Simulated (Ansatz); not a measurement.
Here is an Ansatz 0.2.0 calculation.

Contents of input.yaml:

```yaml
crystal:
  lattice:
    - [0.0, 2.9305, 2.9305]
    - [2.9305, 0.0, 2.9305]
    - [2.9305, 2.9305, 0.0]
  atoms:
    - { symbol: In, position: [0.0, 0.0, 0.0] }
    - { symbol: P, position: [0.75, 0.75, 0.75] }
hamiltonian:
  xc: pbe
  pseudopotentials: { kind: paw }
kpoints:
  mp_grid: { grid: [8, 8, 8] }
scf:
  occupations: { method: fermi_dirac, width: 0.05 }
basis:
  ecutwfc: "250 eV"
output:
  forces: true
  stress: true
  eigenvalues: true
```

Potentials or basis: Ansatz PAW.

The run is started by

```bash
$ ansatz run input.yaml --threads 2 --pin off --max-ram 5120MiB --backend cpu --events-out ev --progress --plain --runs-dir out
```

Q: Predict the pressure.

A: 3.4 GPa.

Q: What does it give for the band gap on the k mesh?

A: 0.77 eV, direct.

Caveat: the pressure holds a Pulay correction of +25.9 GPa for the finite cutoff; spin-orbit coupling is left out, which moves the levels of the heavy elements; the cutoff lies under the one recommended for these potentials.

**Experimental background.**

A printed reference work, data compilation reports, for a bulk crystal of InP at 1.6 K: band gap 1.4236 eV (direct).

A measured gap of InP is 1.4236 eV (direct; 1.6 K; a printed reference work, data compilation); the calculated 0.77 eV misses it by -0.65 eV. Spin-orbit coupling on In is left out. The value is that of PBE, without temperature or zero-point motion. Semilocal functionals fall short of measured gaps as a rule.
